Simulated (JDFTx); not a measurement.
Li in JDFTx: convergence with cutoff

The system is Li.

```
Li
1.0
    -1.75465    1.75465    1.75465
     1.75465   -1.75465    1.75465
     1.75465    1.75465   -1.75465
Li
1
Direct
  0.00000 0.00000 0.00000
```

| Property | Result |
| --- | --- |
| Program | JDFTx 1.7.0 (patched build) |
| Task | convergence study |
| Functional | PBEsol |
| Potentials or basis | PseudoDojo-SR-PBEsol-0.4.1-standard |
| Cutoff | 408 eV |
| Density cutoff | 1633 eV |
| k mesh | 11 × 11 × 11 |
| Occupations | fermi-dirac, width 0.05 eV |
| Spin | no spin polarisation |

These are the settings of the first run; the series varies cutoff, with any setting tied to it.

Hardware: 1 thread of Arm Neoverse V2, on a shared host.

Q: The values tried are 408.171 eV, 489.805 eV, 598.65 eV, 707.496 eV, 816.342 eV, 897.976 eV, 1006.82 eV, 1170.09 eV, 1360.57 eV, loosest first. From which on does the pressure stay within 0.1 GPa of the tightest run that finished?

A: From 1006.82 eV on.

| cutoff | energy less the tightest run, at zero smearing (meV/atom) | pressure (GPa) | SCF cycles | CPU time (s) | peak memory (GiB) |
| --- | --- | --- | --- | --- | --- |
| 408.171 eV | 3850.10 | -78.00 | 7 | 3.8 | 0.04 |
| 489.805 eV | 1630.99 | -44.24 | 7 | 3.8 | 0.04 |
| 598.65 eV | 451.58 | -17.75 | 7 | 6.2 | 0.04 |
| 707.496 eV | 100.02 | -6.04 | 7 | 6.3 | 0.04 |
| 816.342 eV | 16.29 | -2.01 | 7 | 6.6 | 0.04 |
| 897.976 eV | 3.01 | -1.10 | 7 | 6.8 | 0.05 |
| 1006.82 eV | 0.25 | -0.83 | 8 | 7.7 | 0.05 |
| 1170.09 eV | 0.10 | -0.81 | 7 | 13 | 0.06 |
| 1360.57 eV | 0.00 | -0.81 | 7 | 18 | 0.06 |

Against the tightest run, the energy stays within 1 meV/atom from 1006.82 eV on. The tightest run that finished is the yardstick and may itself not be fully converged.
